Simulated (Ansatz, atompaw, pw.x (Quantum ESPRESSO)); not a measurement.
**From atom to crystal: PAW (atompaw) potential for Si**

* Element: Si (Z = 14)
* Generator: atompaw 4.2.0.5
* Type: PAW
* Functional: PBE
* Relativity: scalar-relativistic
* Frozen core: [Ne]
* Valence charge: 4
* Reference configuration: 3s1 3p3
* Partial waves: 3s (bound): rc 2.20 bohr; 3s channel at -0.05 Ry: rc 2.76 bohr; 3p (bound): rc 2.76 bohr; 3p channel at 0.85 Ry: rc 2.76 bohr
* Local potential: vpsmatchnc scheme with l = 2 at 0 Ry, radius 2.50 bohr
* Core correction: smooth core density matched at 2.14 bohr
* Augmentation charge: besselshape compensation charge, radius 2.70 bohr; PAW radius 2.76 bohr; waves and projectors: custom rrkj vanderbiltortho

Atomic tests: cutoffs needed: 8 Ry and 10 Ry (the cutoffs (Ry, on a coarse ladder) from which the occupation-weighted sum of valence levels, in a spherical-Bessel basis at the reference potential, stays within 10 and 1 mRy of its value at 400 Ry); ghost test: no extra level below or beside the all-electron valence levels (s, p, d, f tested) (spherical-Bessel basis up to 400 Ry, 20 bohr box); lowest eigenvalue of the overlap operator: 0.27 (s channel).

Crystal test: bcc Si in pw.x 7.5, no spin, 15³ k-points, Fermi–Dirac smearing 0.01 Ry, cutoffs 40/400 Ry. The reference is all-electron LAPW (Ansatz 0.2.0) with the same functional, mesh and smearing; V0 and B0 come from Birch–Murnaghan fits to the pressures at five volumes. Errors are pseudo minus all-electron; Δ is the rms difference of the E(V) curves that follow from these fits, minima aligned, over ±6 % about the mean V0. Mesh and smearing are coarse, so the numbers serve the comparison and aren't converged zero-temperature values; the lattice is a test structure that the element need not adopt.

| V (Å³/atom) | P all-electron (GPa) | P pseudo (GPa) |
| --- | --- | --- |
| 13.863 | 5.77 | 7.01 |
| 14.228 | 2.88 | 4.07 |
| 14.593 | 0.35 | 1.49 |
| 14.958 | -1.86 | -0.77 |
| 15.323 | -3.80 | -2.75 |

All-electron: a0 = 3.083 Å (V0 = 14.65 Å³/atom), B0 = 93.0 GPa.

Pseudopotential: mean pressure error (GPa): +1.14; a0 (Å): 3.095; a0 error (%): +0.41; B0 error (%): -3.1; Δ (meV/atom): 3.6. The largest radius (2.76 bohr) exceeds half the bond length (2.52 bohr), so the spheres overlap, which is one possible source of error among others.

At the middle volume, how do free energy and pressure move when the wave cutoff is lowered (ecutrho held at 400 Ry)?

```json
{"cutoff (Ry)": "18", "shift of F (meV/atom)": "+15.6", "shift of P (GPa)": "-0.10"}
{"cutoff (Ry)": "24", "shift of F (meV/atom)": "+4.3", "shift of P (GPa)": "-0.05"}
{"cutoff (Ry)": "32", "shift of F (meV/atom)": "+0.6", "shift of P (GPa)": "-0.01"}
```

Input at the middle volume:

```
&control
  calculation='scf', prefix='x', pseudo_dir='./', outdir='./tmp', tstress=.true., disk_io='none'
/
&system
  ibrav=0, nat=1, ntyp=1, ecutwfc=40, ecutrho=400, nbnd=9,
  occupations='smearing', smearing='fd', degauss=0.01
/
&electrons
  conv_thr=1e-09, mixing_beta=0.4, electron_maxstep=70
/
ATOMIC_SPECIES
Si 1.0 Si.UPF
CELL_PARAMETERS angstrom
  -1.53943562 1.53943562 1.53943562
  1.53943562 -1.53943562 1.53943562
  1.53943562 1.53943562 -1.53943562
ATOMIC_POSITIONS crystal
Si 0.0000 0.0000 0.0000
K_POINTS automatic
15 15 15 0 0 0
```

```bash
pw.x < Si.scf.in > Si.scf.out
```

Lines of the output:

```
Message from routine setup:
     using ibrav=0 with symmetry is DISCOURAGED, use correct ibrav instead
     lattice parameter (alat)  =       5.0387  a.u.
     unit-cell volume          =      98.4784 (a.u.)^3
     number of electrons       =         4.00
     number of Kohn-Sham states=            9
     kinetic-energy cutoff     =      40.0000  Ry
     charge density cutoff     =     400.0000  Ry
     scf convergence threshold =      1.0E-09
     Exchange-correlation= SLA PW PBX PBC
     number of k points=   120  Fermi-Dirac smearing, width (Ry)=  0.0100
     iteration #  1     ecut=    40.00 Ry     beta= 0.40
     total energy              =     -46.69649707 Ry
     estimated scf accuracy    <       0.00092784 Ry
     iteration #  2     ecut=    40.00 Ry     beta= 0.40
     total energy              =     -46.69632291 Ry
     estimated scf accuracy    <       0.00038225 Ry
     iteration #  3     ecut=    40.00 Ry     beta= 0.40
     total energy              =     -46.69647994 Ry
     estimated scf accuracy    <       0.00001477 Ry
     iteration #  4     ecut=    40.00 Ry     beta= 0.40
     total energy              =     -46.69647478 Ry
     estimated scf accuracy    <       0.00000982 Ry
     iteration #  5     ecut=    40.00 Ry     beta= 0.40
     total energy              =     -46.69647721 Ry
     estimated scf accuracy    <       0.00000155 Ry
     iteration #  6     ecut=    40.00 Ry     beta= 0.40
     total energy              =     -46.69647768 Ry
     estimated scf accuracy    <       0.00000032 Ry
     iteration #  7     ecut=    40.00 Ry     beta= 0.40
     total energy              =     -46.69647774 Ry
     estimated scf accuracy    <          6.7E-09 Ry
     iteration #  8     ecut=    40.00 Ry     beta= 0.40
     total energy              =     -46.69647774 Ry
     estimated scf accuracy    <          5.7E-09 Ry
     iteration #  9     ecut=    40.00 Ry     beta= 0.40
     the Fermi energy is    10.3598 ev
!    total energy              =     -46.69647774 Ry
     estimated scf accuracy    <          2.0E-10 Ry
     smearing contrib. (-TS)   =      -0.00185802 Ry
     The total energy is F=E-TS. E is the sum of the following terms:
     one-electron contribution =       5.07586848 Ry
     hartree contribution      =       0.03411058 Ry
     xc contribution           =      -2.47351498 Ry
     ewald contribution        =     -10.00782043 Ry
     one-center paw contrib.   =     -39.32326337 Ry
     convergence has been achieved in   9 iterations
          total   stress  (Ry/bohr**3)                   (kbar)     P=       14.94
     Message from routine punch:
     Nothing written, as per user request (disk_io='none')
```

The run at the middle volume (120 k-points, 9 iterations) took about 9 s on one core of a shared host (Intel(R) Xeon(R) Platinum 8124M CPU @ 3.00GHz, 72 threads, 138 GiB, load 12).
